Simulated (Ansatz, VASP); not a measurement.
## CdS in VASP and in Ansatz

```xyz
2
Lattice="4.3195 0.0000 0.0000 -2.1598 3.7408 0.0000 0.0000 0.0000 5.6483" Properties=species:S:1:pos:R:3 pbc="T T T"
Cd    0.0000    0.0000    2.5005
S     2.1598    1.2469    2.4531
```

Alike in both runs: task single point; functional PBEsol; k mesh 9 × 9 × 6; occupations gaussian, width 0.05 eV; no spin polarisation.

```csv
,VASP,Ansatz
version,VASP 6.6.1,Ansatz 0.2.0
potentials or method,"VASP PAW PBE potentials, release 64 (Cd, S)","scalar-relativistic, plane waves, PAW"
plane-wave cutoff (eV),520,420
valence electrons in the cell,18,26
```

Ansatz gave:

```
gap on the k mesh at the Fermi level (eV)       : 1.22
least direct gap on the mesh (eV)               : 1.32
pressure (GPa)                                  : -2.5
largest component of the traceless stress (GPa) : 2.52
rms of the force components (eV/Å)              : 0.014
```

Task: What did VASP give for the same quantities?

Result: gap on the k mesh at the Fermi level (eV): 1.23; least direct gap on the mesh (eV): 1.32; pressure (GPa): -2.3; largest component of the traceless stress (GPa): 2.33; rms of the force components (eV/Å): 0.012.

Atom by atom the forces differ by 0.002 eV/Å (rms over components). With one functional, cell and mesh, what is left measures potentials, basis and numerics. The two sets of potentials don't hold the same shells in valence.

Caveats: the PAW data sets were made with another functional, which shifts forces and pressure a little (VASP); an odd mesh through Γ misses points on the zone boundary, where band edges often lie.
